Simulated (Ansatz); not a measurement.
# BAs (F-43m) in Ansatz: further runs, part 2 of 3

Ansatz 0.2.0. Earlier steps stand in the parts before.

## (3) Elastic constants, LDA

Input file input.yaml:

```yaml
crystal:
  lattice:
    - [0.0, 2.3885, 2.3885]
    - [2.3885, 0.0, 2.3885]
    - [2.3885, 2.3885, 0.0]
  atoms:
    - { symbol: As, position: [0.75, 0.75, 0.75] }
    - { symbol: B, position: [0.0, 0.0, 0.0] }
hamiltonian:
  xc: lda
  pseudopotentials: { kind: paw }
kpoints:
  mp_grid: { grid: [7, 7, 7] }
scf:
  occupations: { method: fixed }
output:
  forces: true
  stress: true
elastic:
  mode: relaxed_ion
  stencil: two_point
```

Potentials or basis: Ansatz PAW.

Command:

```sh
$ ansatz run input.yaml --threads 2 --pin off --max-ram 5632MiB --backend cpu --events-out ev --progress --plain --runs-dir out
```

Output:

```text
Warning: RAYON_NUM_THREADS=2 ignored (pool sized by the plan → 2); use --threads N
Engine: ansatz 0.2.0, x86_64-unknown-linux-gnu
Pseudopotentials: kind: paw
Pseudopotential: As, paw, valence charge 15, recommended cutoff 420 eV (normal), As.paw.azcp
Pseudopotential: B, paw, valence charge 3, recommended cutoff 420 eV (normal), B.paw.azcp
Functional definition: SPW92
  exchange = slater_x
  correlation = pw_c
Crystal: 2 atoms, lattice volume = 27.252 Å³
Basis set: ecut = 420 eV, 531 PW (Γ)
Bands: 13, of which v1, the nominal top of the filled ones, is band 9 counted from 1 (8 counted from 0)
Symmetry: 24 space group operations
Space group: F-43m (ITA 216), of the structure as read, at distance tolerance 3.0e-5 Å
k-points: 20 of 343 (time reversal used)
Non-local potential: As, projectors of the file, l = 0: 2, l = 1: 2, l = 2: 3, l = 3: 1
Non-local potential: B, projectors of the file, l = 0: 2, l = 1: 2, l = 2: 1
PAW form: soft (Blöchl's): semilocal exchange-correlation on the pseudo side does not see the compensation charge
PAW frozen core: As, regenerated for the run's functional, and the local potential with it (the file was generated under x = pbe(κ = 0.804, μ = 0.2195149727645171), c = pbe(β = 0.06672455060314922))
PAW frozen core: B, regenerated for the run's functional, and the local potential with it (the file was generated under x = pbe(κ = 0.804, μ = 0.2195149727645171), c = pbe(β = 0.06672455060314922))
PAW one-centre angular grid: As, 590 points (default); XC on 64 Gauss nodes
PAW one-centre angular grid: B, 110 points (default); XC on 64 Gauss nodes
Initial density: superposition of atomic densities (neutral atoms: chi_scale 0, normalization atom), corrected by the library's trained network
Initial wavefunctions: pseudopotential atomic-orbital guess
Functional: x = slater, c = lda
SCF iter   1: F=—  HF=-4923.517406 eV  |F-HF|=—  |Δ(HF+E_count)|=         —  Δρ=7.10e-3  dr2=1.39e-2  ethr=1.77e-3  ⟨swp⟩=4.3  Hψ=1292  notcnv=0  defer=29
preconditioner: auto → none  [insulator: Δε(μ)=1.143 eV  Ē_g=12.343 eV  n_scr=8 (ndim 8)  ℏωp=20.1 eV  f_vac=0.001  ε∞_Penn≈3.7]
SCF iter   2: F=—  HF=-4923.513010 eV  |F-HF|=—  |Δ(HF+E_count)|=   4.40e-3  Δρ=2.17e-3  dr2=7.66e-4  ethr=7.71e-5  ⟨swp⟩=2.0  Hψ=479  notcnv=0  defer=35
SCF iter   3: F=—  HF=-4923.512668 eV  |F-HF|=—  |Δ(HF+E_count)|=   3.42e-4  Δρ=1.05e-3  dr2=1.28e-4  ethr=4.26e-6  ⟨swp⟩=2.0  Hψ=485  notcnv=0  defer=35
SCF iter   4: F=—  HF=-4923.512642 eV  |F-HF|=—  |Δ(HF+E_count)|=   2.57e-5  Δρ=3.63e-4  dr2=1.38e-5  ethr=7.10e-7  ⟨swp⟩=1.0  Hψ=260  notcnv=0  defer=5
SCF iter   5: F=—  HF=-4923.512638 eV  |F-HF|=—  |Δ(HF+E_count)|=   3.90e-6  Δρ=5.65e-5  dr2=3.52e-7  ethr=7.68e-8  ⟨swp⟩=2.0  Hψ=432  notcnv=0
SCF iter   6: F=—  HF=-4923.512638 eV  |F-HF|=—  |Δ(HF+E_count)|=   1.22e-7  Δρ=5.07e-6  dr2=2.53e-9  ethr=1.96e-9  ⟨swp⟩=1.0  Hψ=260  notcnv=0
SCF iter   7: F=—  HF=-4923.512638 eV  |F-HF|=—  |Δ(HF+E_count)|=  6.17e-10  Δρ=2.96e-7  dr2=1.79e-11  ethr=1.40e-11  ⟨swp⟩=3.0  Hψ=457  notcnv=0
SCF iter   8: F=-4923.512638 eV  HF=-4923.512638 eV  |F-HF|=9.09e-13  |Δ(HF+E_count)|=  3.64e-12  Δρ=1.71e-8  dr2=7.58e-14  ethr=1.00e-12  ⟨swp⟩=3.4  Hψ=1168  notcnv=0
SCF 1 converged in 8 iterations: F = -4923.512638 eV  dr2 = 7.58e-14
Crystal: 2 atoms, lattice volume = 27.198 Å³
Symmetry: 8 space group operations
k-points: 40 of 343 (time reversal used)
Initial density: handed on by an earlier stage of this run
Initial wavefunctions: those handed on with the density
iter 1 solved again at ethr=2.22e-7 eV; its pass at ethr=3.10e-3 eV (dr2=4.00e-5 eV) is discarded
SCF iter   1: F=—  HF=-4923.513910 eV  |F-HF|=—  |Δ(HF+E_count)|=         —  Δρ=3.23e-4  dr2=3.97e-5  ethr=2.22e-7  ⟨swp⟩=2.5  Hψ=2967  notcnv=0  defer=47
preconditioner: auto → none  [insulator: Δε(μ)=1.118 eV  Ē_g=12.348 eV  n_scr=8 (ndim 8)  ℏωp=20.1 eV  f_vac=0.000  ε∞_Penn≈3.7]
SCF iter   2: F=—  HF=-4923.513897 eV  |F-HF|=—  |Δ(HF+E_count)|=   1.26e-5  Δρ=8.74e-5  dr2=2.18e-6  ethr=2.20e-7  ⟨swp⟩=2.0  Hψ=648  notcnv=0  defer=15
SCF iter   3: F=—  HF=-4923.513897 eV  |F-HF|=—  |Δ(HF+E_count)|=   8.01e-7  Δρ=3.51e-5  dr2=2.66e-7  ethr=1.21e-8  ⟨swp⟩=2.0  Hψ=690  notcnv=0
SCF iter   4: F=—  HF=-4923.513897 eV  |F-HF|=—  |Δ(HF+E_count)|=   3.45e-8  Δρ=1.35e-5  dr2=4.07e-8  ethr=1.48e-9  ⟨swp⟩=2.3  Hψ=775  notcnv=0
[... 68 lines left out ...]
SCF iter   6: F=—  HF=-4923.512611 eV  |F-HF|=—  |Δ(HF+E_count)|=    0.00e0  Δρ=2.37e-8  dr2=2.03e-13  ethr=1.00e-12  ⟨swp⟩=4.0  Hψ=2702  notcnv=0
SCF iter   7: F=-4923.512611 eV  HF=-4923.512611 eV  |F-HF|=1.82e-12  |Δ(HF+E_count)|=    0.00e0  Δρ=2.83e-9  dr2=1.47e-15  ethr=1.00e-12  ⟨swp⟩=4.0  Hψ=2490  notcnv=0
SCF 9 converged in 7 iterations: F = -4923.512611 eV  dr2 = 1.47e-15
relax step   2: F+E_penalty+E_count = -4923.51261109 eV  Δ(F+E_penalty+E_count) = -5.121e-6 eV  max|allowed force component| = 9.576e-8 eV/Å  Δτ_max = 0.0004 Å  (7 SCF iters, accepted)
iter 1 solved again at ethr=1.00e-12 eV; its pass at ethr=3.10e-3 eV (dr2=4.42e-15 eV) is discarded
SCF iter   1: F=—  HF=-4923.512611 eV  |F-HF|=—  |Δ(HF+E_count)|=         —  Δρ=2.85e-9  dr2=1.52e-15  ethr=1.00e-12  ⟨swp⟩=1.0  Hψ=4205  notcnv=0
SCF iter   2: F=-4923.512611 eV  HF=-4923.512611 eV  |F-HF|=9.09e-13  |Δ(HF+E_count)|=    0.00e0  Δρ=1.23e-9  dr2=1.40e-16  ethr=1.00e-12  ⟨swp⟩=4.0  Hψ=2493  notcnv=0
SCF 10 converged in 2 iterations: F = -4923.512611 eV  dr2 = 1.40e-16
SCF converged after 8 iterations
Free energy (F): -4923.512638 eV
Harris-Foulkes:  -4923.512638 eV  (|F-HF|=9.09e-13)
Internal energy: -4923.512638 eV  (E = F + TS)
E sigma→0 (E₀):  -4923.512638 eV
Fermi energy:    10.843011 eV
--- Per-component energies (eV) ---
  E_band       = -216.197023
  E_kinetic    = 152.647609
  E_local      = -1703.100072  (includes V_loc(G=0)·N_el)
  E_nonlocal   = -652.004710
  E_hartree    = 941.488771
  E_xc         = -111.065849
  E_vxc        = -117.901200  (∫ρ·V_xc dr)
  E_paw        = -1827.824464  (= ΣΔE_a)
  E_vpaw       = 221.183794  (= ΣTr[D̂ρ^β])
  E_aug_tail   = 0.000008  (compensation charges beyond the density's cutoff)
  E_ewald      = -1725.774997
  E_core_change = 2.121064  (= ΣΔE_core)
  E_smearing   = -0.000000  (= −TS)
  E_closure    = -0.000000  (closes the sum)
  Σ components = -4923.512638   (vs F -4923.512638, Δ=0.00e0)
--- Forces (eV/Å), atoms counted from 1 ---
  atom   1  As    -0.00000000     0.00000000    -0.00000000
  atom   2  B     -0.00000000    -0.00000000     0.00000000
  max |Σ_I F_I| component: 4.81e-16 eV/Å
--- Stress (GPa, compression-positive) ---
       -3.922990      -0.000000       0.000000
       -0.000000      -3.922990       0.000000
       -0.000000       0.000000      -3.922990
  P = ⅓ Tr σ = -3.9230 GPa (-39.230 kbar)
--- Band table (eV; the first three rows and the last of 20) ---
  k-point 0: bands = ["-25.0588", "-25.0588", "-25.0588", "-25.0359", "-25.0359", "-4.5493", "10.8430", "10.8430", "10.8430", "14.0951", "14.0951", "14.0951", "15.4898"]
  k-point 1: bands = ["-25.0582", "-25.0573", "-25.0573", "-25.0358", "-25.0358", "-4.2169", "8.4654", "10.3031", "10.3031", "14.1610", "14.8030", "14.8030", "17.0531"]
  k-point 2: bands = ["-25.0568", "-25.0546", "-25.0546", "-25.0349", "-25.0349", "-3.2629", "5.1219", "9.5258", "9.5258", "13.7843", "15.5819", "15.5819", "19.0489"]
  k-point 19: bands = ["-25.0563", "-25.0506", "-25.0440", "-25.0383", "-25.0329", "-0.4442", "2.9546", "4.9575", "6.5382", "14.6347", "17.0943", "18.0645", "18.8619"]
--- Elastic constants: 2 strain directions × 2 members + reference (group order 24) ---
  dense FFT box of the reference and of every strained cell: 24×24×24
  strains applied: 11, 23; error gains: componentwise 1.00 (the most a stress slope's error grows in a printed constant), spectral 1.73 (1 for all six strains in a standard setting)
  C = ∂σ_k/∂η_j (tension-positive GPa; Voigt order 11 22 33 23 13 12):
       269.541     61.618     61.618     -0.000     -0.000     -0.000
        61.618    269.541     61.618     -0.000      0.000      0.000
        61.618     61.618    269.541     -0.000      0.000      0.000
         0.000      0.000     -0.000    147.363     -0.000     -0.000
         0.000      0.000      0.000      0.000    147.363     -0.000
        -0.000      0.000     -0.000      0.000     -0.000    147.363
  reference stress σ⁰ (GPa):      3.923      3.923      3.923     -0.000      0.000      0.000
  C* (energy form; C + prestress term) asymmetry max|C*_kj − C*_jk| = 2.842e-14 GPa — a small one proves nothing (zero by symmetry where the batch's group is 432, −43m or m−3m); a large one is finite-difference/SCF noise where every solve meets its electron count
  moduli (Voigt/Reuss/Hill, GPa): K = 130.93/130.93/130.93   G = 130.00/126.28/128.14   E = 289.86   ν = 0.131
  mechanically stable: yes (min eigenvalue of sym C = 147.36 GPa)
  strain η (Voigt 11):  stress-route row diagonal C_11 = 269.54 GPa, energy-path curvature d²(F+E_count+ΔE)/dδ²/Ω₀ = 269.64 GPa
         δ    σ_11 (GPa)             F (eV)   n_scf  n_hpsi   n_pw
    -2.000e-3       3.3828       -4923.5138965       8   10548    541   relax 0 steps, max|allowed force component| 1.04e-16 eV/Å
     2.000e-3       4.4610       -4923.5112389       5    7654    545   relax 0 steps, max|allowed force component| 1.04e-16 eV/Å
  strain η (Voigt 23):  stress-route row diagonal C_44 = 147.36 GPa, energy-path curvature d²(F+E_count+ΔE)/dδ²/Ω₀ = 145.37 GPa
         δ    σ_23 (GPa)             F (eV)   n_scf  n_hpsi   n_pw
    -2.000e-3      -0.2947       -4923.5126111       2    7244    545   relax 3 steps, max|allowed force component| 2.85e-8 eV/Å
     2.000e-3       0.2947       -4923.5126111       2    7204    545   relax 2 steps, max|allowed force component| 9.58e-8 eV/Å
```

elastic.tsv:

```text
# convention: tension-positive GPa; Voigt order 11 22 33 23 13 12; engineering shear strains; stresses and constants hold the Pulay correction, whose part of sigma0, of c and of each member's stress the lines and columns named pulay_correction_..._gpa give (of c_energy it is that of c and, on the columns of strains 1 to 3, that of sigma0; of a layer's constants it is that of c in the plane, times a tenth of its plane spacing in ang); where a line pulay_correction_withheld stands none holds it
[... 15 lines left out ...]
6	-1.7183443788e-28	1.6394582904e-28	-4.4841550858e-44	2.0165922202e-46	-1.1123420347e-20	1.4736264158e2	1.3896667098e-16	1.3896667098e-16	1.3896667098e-16	2.0165922202e-46	-1.1123420347e-20	1.4736264158e2	-9.6086068552e-33	1.5386394715e-32	-2.7369110631e-48	4.9303806576e-32	1.1498827450e-22	-8.2225191854e-3
```

elastic_members.tsv:

```text
# convention: tension-positive GPa; Voigt order 11 22 33 23 13 12; engineering shear strains; stresses and constants hold the Pulay correction, whose part of sigma0, of c and of each member's stress the lines and columns named pulay_correction_..._gpa give (of c_energy it is that of c and, on the columns of strains 1 to 3, that of sigma0; of a layer's constants it is that of c in the plane, times a tenth of its plane spacing in ang); where a line pulay_correction_withheld stands none holds it
[... 10 lines left out ...]
3	2.0000000000e-3	3.9230995892e0	3.9225814134e0	3.9225814134e0	2.9472661860e-1	-6.8596641997e-16	4.6754592638e-17	-4.9235126111e3	-4.9235126111e3	2	7204	545	2	9.5755480573e-8	0.0000000000e0	-1.1284267597e-1	-1.1225699457e-1	-1.1225699457e-1	-1.6421938120e-5	-6.7854819816e-20	-3.3927409908e-20	3.5398742882e-5	0.0000000000e0
```

Wall time 12 s (2 threads of Intel Xeon at 2.70GHz, shared host); peak memory 0.35 GiB.

What came out:

| Item | Value |
| --- | --- |
| Free energy | -4923.5126 eV |
| Pressure | -3.9 GPa |
| Band gap on the k mesh | 1.15 eV, indirect (least direct gap 3.25 eV) |
| Elastic constants C11, C12, C44 | 270, 62, 147 GPa |
| Voigt bulk modulus | 131 GPa |

Levels at points of the mesh, in eV from the valence-band top:
| k point | band 5 | band 6 | band 7 | band 8 | band 9 | band 10 | band 11 | band 12 | band 13 |
| --- | --- | --- | --- | --- | --- | --- | --- | --- | --- |
| (0.00, 0.00, 0.00) | -35.88 | -15.39 | 0.00 | 0.00 | 0.00 | 3.25 | 3.25 | 3.25 | 4.65 |

Elastic tensor in Voigt notation (GPa, in the Cartesian axes of the cell as first typed):
```
270  62  62   0   0   0
 62 270  62   0   0   0
 62  62 270   0   0   0
  0   0   0 147   0   0
  0   0   0   0 147   0
  0   0   0   0   0 147
```

Caveat: the cell is more than 3 GPa from zero pressure, which shifts response properties; odd divisions of the mesh miss points on the zone boundary, where band edges often lie, so the gap on the mesh can be too wide; the PAW data sets come from PBE, with cores solved anew for the run's functional, which leaves a small shift of forces and pressure.

## (4) Band structure, PBE0

Input file input.yaml:

```yaml
crystal:
  lattice:
    - [0.0, 2.3885, 2.3885]
    - [2.3885, 0.0, 2.3885]
    - [2.3885, 2.3885, 0.0]
  atoms:
    - { symbol: As, position: [0.75, 0.75, 0.75] }
    - { symbol: B, position: [0.0, 0.0, 0.0] }
hamiltonian:
  xc: pbe0
  pseudopotentials: { kind: paw }
kpoints:
  mp_grid: { grid: [5, 5, 5] }
  band_path:
    path:
      - [[0.0, 0.0, 0.0], [0.5, 0.0, 0.5], [0.5, 0.25, 0.75], [0.375, 0.375, 0.75], [0.0, 0.0, 0.0], [0.5, 0.5, 0.5], [0.625, 0.25, 0.625], [0.5, 0.25, 0.75], [0.5, 0.5, 0.5], [0.375, 0.375, 0.75]]
      - [[0.625, 0.25, 0.625], [0.5, 0.0, 0.5]]
    npoints: 4
scf:
  occupations: { method: fermi_dirac, width: 0.05 }
  n_extra_bands: 6
output:
  forces: true
  stress: true
  eigenvalues: true
  fatbands: false
  write_density: true
  write_potential: true
  elf: true
  volumetric_format: npy
```

Command:

```sh
$ ansatz run input.yaml --threads 2 --pin off --max-ram 5632MiB --backend cpu --events-out ev --progress --plain --runs-dir out
```

Run time: 2.1 min. Hardware: 2 threads of Intel Xeon at 2.70GHz, shared host; peak memory 0.67 GiB.

Results (log left out):

```yaml
Free_energy: -5013.4611 eV
Pressure: -0.4 GPa
Band_gap_on_the_k_mesh: 2.53 eV, indirect (least direct gap 4.81 eV)
Band_gap_along_the_path: 2.54 eV, indirect (least direct gap 4.81 eV)
```

Levels at the corners of the path, in eV from the valence-band top:
```
point  band 7  band 8  band 9  band 10  band 11  band 12
    Γ    0.00    0.00    0.00     4.81     4.81     4.81
    X   -9.57   -4.51   -4.51     2.78     2.84    13.75
    W   -9.07   -6.04   -5.73     6.92     7.90     8.43
    K   -9.15   -6.57   -3.86     3.46     7.29    11.36
    Γ    0.00    0.00    0.00     4.81     4.81     4.81
    L   -9.80   -2.01   -2.01     4.28     6.43     6.43
    U   -9.15   -6.57   -3.86     3.46     7.29    11.36
    W   -9.07   -6.04   -5.73     6.92     7.90     8.43
    L   -9.80   -2.01   -2.01     4.28     6.43     6.43
    K   -9.15   -6.57   -3.86     3.46     7.29    11.36
    U   -9.15   -6.57   -3.86     3.46     7.29    11.36
    X   -9.57   -4.51   -4.51     2.78     2.84    13.75
```

Caveat: the k mesh is coarse (spacing up to 0.46 Å⁻¹), so the values aren't converged, least of all with exact exchange; the PAW data sets come from PBE, with cores solved anew for the run's functional, which leaves a small shift of forces and pressure; the thresholds are loose for stress.

(Continued in part 3 of 3.)
